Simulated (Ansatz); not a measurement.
The cell is COD entry 9008501, as deposited and not checked against the literature; nothing was relaxed.

An input for Hf: DFT, PBE, all-electron LAPW, scalar-relativistic (Ansatz 0.2.0).

```yaml
crystal:
  lattice:
    - [3.1966985242, 0.0, 0.0]
    - [-1.5983492621, 2.7684221302, 0.0]
    - [0.0, 0.0, 5.0578]
  atoms:
    - { symbol: Hf, position: [0.3333333333, 0.6666666667, 0.25] }
    - { symbol: Hf, position: [0.6666666667, 0.3333333333, 0.75] }
kpoints:
  mp_grid: { grid: [13, 13, 7] }
  band_path:
    path:
      - [0.0, 0.0, 0.0]
      - [0.5, 0.0, 0.0]
      - [0.3333333333, 0.3333333333, 0.0]
      - [0.0, 0.0, 0.0]
      - [0.0, 0.0, 0.5]
      - [0.5, 0.0, 0.5]
      - [0.3333333333, 0.3333333333, 0.5]
      - [0.0, 0.0, 0.5]
      - [0.5, 0.0, 0.5]
    npoints: 8
scf:
  occupations: { method: fermi_dirac, width: 0.05 }
hamiltonian:
  xc: pbe
  pseudopotentials: { kind: all_electron, lapw: { basis_error: 0.0005 } }
output:
  forces: true
  stress: true
  eigenvalues: true
  populations: true
  dos: { projected: true, de: 0.2, e_range: [-14, 8] }
```

Set-up and iterations as logged by Ansatz (the results part is left out, to be predicted):

```
Hf: projections on atomic orbitals take those of the free atom 1s2 2s2 2p6 3s2 3p6 3d10 4s2 4p6 4d10 4f14 5s2 5p6 5d2 6s2, of charge +0.00 (hamiltonian.pseudopotentials.projection_atoms)
LAPW: plane waves up to 7.772 Å⁻¹, error target 5.0e-4 eV per atom; small_component_spin mean_spin; Hf in spheres of 1.565 Å, 36 of its electrons in bands, Dirac shells []
Engine: ansatz 0.2.0
Pseudopotentials: kind: all_electron
Pseudopotential: Hf, LAPW, valence charge 36, Koelling and Harmon's equation, gaussian nucleus
Functional definition: PBE
  parameter kappa = 0.804
  parameter beta = 0.06672455060314922
  exchange = pbe_x(kappa = kappa, mu = beta*pi^2/3)
  correlation = pbe_c(beta = beta)
Crystal: 2 atoms, lattice volume = 44.761 Å³
Basis set: ecut = 230.11313675604367 eV, 337 PW (Γ), exchange–correlation at level 2
Bands: 44, of which v1, the nominal top of the filled ones, is band 36 counted from 1 (35 counted from 0)
Symmetry: 24 space group operations
Space group: P63/mmc (ITA 194), of the structure as read, at distance tolerance 3.6e-5 Å
k-points: 84 of 1183
Non-local potential: Hf, projectors of the file, none
Initial density: superposition of atomic densities (chi_scale 0.1, normalization cell)
Initial wavefunctions: plane waves of lowest kinetic energy (no species holds an atomic orbital)
Functional: x = pbe(κ = 0.804, μ = 0.2195149727645171), c = pbe(β = 0.06672455060314922)
iter 1 solved again at ethr=3.04e-4 eV; its pass at ethr=1.00e-1 eV (dr2=2.19e-1 eV) is discarded
SCF iter   1: F=—  HF=-820500.727729 eV  |F-HF|=—  |Δ(HF+E_count)|=         —  Δρ=2.35e-2  dr2=2.20e-1  ethr=3.04e-4  ⟨swp⟩=2.6  Hψ=22886  notcnv=0
SCF iter   2: F=—  HF=-820500.545564 eV  |F-HF|=—  |Δ(HF+E_count)|=   1.82e-1  Δρ=1.46e-2  dr2=9.71e-2  ethr=3.04e-4  ⟨swp⟩=2.0  Hψ=11677  notcnv=0
SCF iter   3: F=—  HF=-820500.516952 eV  |F-HF|=—  |Δ(HF+E_count)|=   2.86e-2  Δρ=1.04e-2  dr2=5.26e-2  ethr=1.35e-4  ⟨swp⟩=2.0  Hψ=11029  notcnv=0
SCF iter   4: F=—  HF=-820500.496837 eV  |F-HF|=—  |Δ(HF+E_count)|=   2.01e-2  Δρ=5.64e-3  dr2=1.72e-2  ethr=7.31e-5  ⟨swp⟩=2.0  Hψ=10350  notcnv=0
iter 5 solved again at ethr=1.24e-6 eV; its pass at ethr=2.39e-5 eV (dr2=8.91e-4 eV) is discarded
SCF iter   5: F=—  HF=-820500.496240 eV  |F-HF|=—  |Δ(HF+E_count)|=         —  Δρ=1.24e-3  dr2=8.91e-4  ethr=1.24e-6  ⟨swp⟩=2.0  Hψ=18556  notcnv=0
the basis was enlarged: its passes take 655.5 KiB over the memory plan, 1 of 1 planned eigensolver slots
SCF iter   6: F=—  HF=-820500.496321 eV  |F-HF|=—  |Δ(HF+E_count)|=   8.06e-5  Δρ=3.74e-4  dr2=6.91e-5  ethr=1.24e-6  ⟨swp⟩=2.0  Hψ=11047  notcnv=0
SCF iter   7: F=—  HF=-820500.496319 eV  |F-HF|=—  |Δ(HF+E_count)|=   1.61e-6  Δρ=1.15e-4  dr2=7.93e-6  ethr=9.60e-8  ⟨swp⟩=2.0  Hψ=11047  notcnv=0
SCF iter   8: F=—  HF=-820500.496318 eV  |F-HF|=—  |Δ(HF+E_count)|=   9.91e-7  Δρ=2.88e-5  dr2=5.28e-7  ethr=1.10e-8  ⟨swp⟩=2.0  Hψ=11047  notcnv=0
SCF iter   9: F=-820500.496318 eV  HF=-820500.496318 eV  |F-HF|=1.76e-8  |Δ(HF+E_count)|=   9.60e-8  Δρ=1.11e-5  dr2=6.32e-8  ethr=7.33e-10  ⟨swp⟩=2.0  Hψ=11047  notcnv=0
```

**Question.** What pressure will this run report?

**Answer.** 0.80 GPa (positive in compression).

**Question.** Is there a band gap?

**Answer.** none: bands cross the Fermi level, a metal.
